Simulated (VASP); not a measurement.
Input of a VASP 6.6.1 run:

Contents of INCAR:

```
SYSTEM = SiC
AGGAC = 0.0 ; ALGO = Normal
EDIFF = 1E-7 ; EDIFFG = -0.01
ENCUT = 600 ; GGA = MK
IBRION = 2 ; ISIF = 3
ISMEAR = -1 ; LASPH = .TRUE.
LCHARG = .FALSE. ; LREAL = .FALSE.
LUSE_VDW = .TRUE. ; LWAVE = .FALSE.
NELM = 80 ; NSW = 60
PARAM1 = 0.1234 ; PARAM2 = 1.0
PREC = Accurate ; SIGMA = 0.05
```

The input KPOINTS:

```
k-points
0
G
  10 10 2
  0 0 0
```

Contents of POSCAR:

```
SiC
1.0
    3.0950000000      0.0000000000      0.0000000000
   -1.5475000000      2.6803486247      0.0000000000
    0.0000000000      0.0000000000     15.1700000000
Si C
6 6
Direct
    0.6666666667      0.3333333333      0.4583000000
    0.3333333333      0.6666666667      0.9583000000
    0.6666666667      0.3333333333      0.7917000000
    0.3333333333      0.6666666667      0.2917000000
    0.0000000000      0.0000000000      0.6250000000
    0.0000000000      0.0000000000      0.1250000000
    0.6666666667      0.3333333333      0.3333000000
    0.3333333333      0.6666666667      0.8333000000
    0.6666666667      0.3333333333      0.6667000000
    0.3333333333      0.6666666667      0.1667000000
    0.0000000000      0.0000000000      0.5000000000
    0.0000000000      0.0000000000      0.0000000000
```

Potentials or basis: VASP PAW PBE potentials, release 64 (Si, C).

The run is started by

```bash
$ cat potpaw_PBE.64/Si/POTCAR potpaw_PBE.64/C/POTCAR > POTCAR
$ mpirun -np 1 vasp_std > vasp.out
```

Q: Estimate the band gap on the k mesh.

A: 2.06 eV, indirect (least direct gap 3.15 eV).

Q: What does it give for the space group after relaxing (to 0.05 Å)?

A: P6_3mc (No. 186).

The path:
```
step  energy change (eV)  largest force (eV/Å)  pressure (GPa)  volume (Å³)
   1              0.0000                0.1413           -0.76       125.85
   2             -0.0001                0.1108            0.79       124.95
   3             -0.0021                0.0346            0.02       125.39
   4             -0.0022                0.0081            0.05       125.37
```

Caveat: the PAW data sets were made with another functional, which shifts forces and pressure a little. A k mesh can miss the band edges.
